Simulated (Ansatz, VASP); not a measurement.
# AlPt in VASP and in Ansatz

```
Al Pt
1.0
     3.14556    0.00000    0.00000
     0.00000    3.14556    0.00000
     0.00000    0.00000    3.14556
Al Pt
1 1
Direct
  0.00000 0.00000 0.00000
  0.50000 0.50000 0.50000
```

Measurements of this composition are mostly on another form, of space group No. 198.

Alike in both runs: task single point; functional r2SCAN; k mesh 11 × 11 × 11; no spin polarisation.

```csv
,VASP,Ansatz
version,VASP 6.6.1,Ansatz 0.2.0
potentials or method,"VASP PAW PBE potentials, release 64 (Al, Pt)","plane waves, PAW"
plane-wave cutoff (eV),520,612
occupations,"methfessel-paxton of order 1, width 0.05 eV","cold, width 0.05 eV"
valence electrons in the cell,13,21
```

|  | VASP | Ansatz | Ansatz less VASP |
| --- | --- | --- | --- |
| pressure (GPa) | -13.3 | -13.1 | +0.21 |

The two sets of potentials don't hold the same shells in valence.

Caveats: the PAW data sets were made with another functional, which shifts forces and pressure a little (VASP). Spin-orbit coupling is left out, which matters for the levels of Pt.
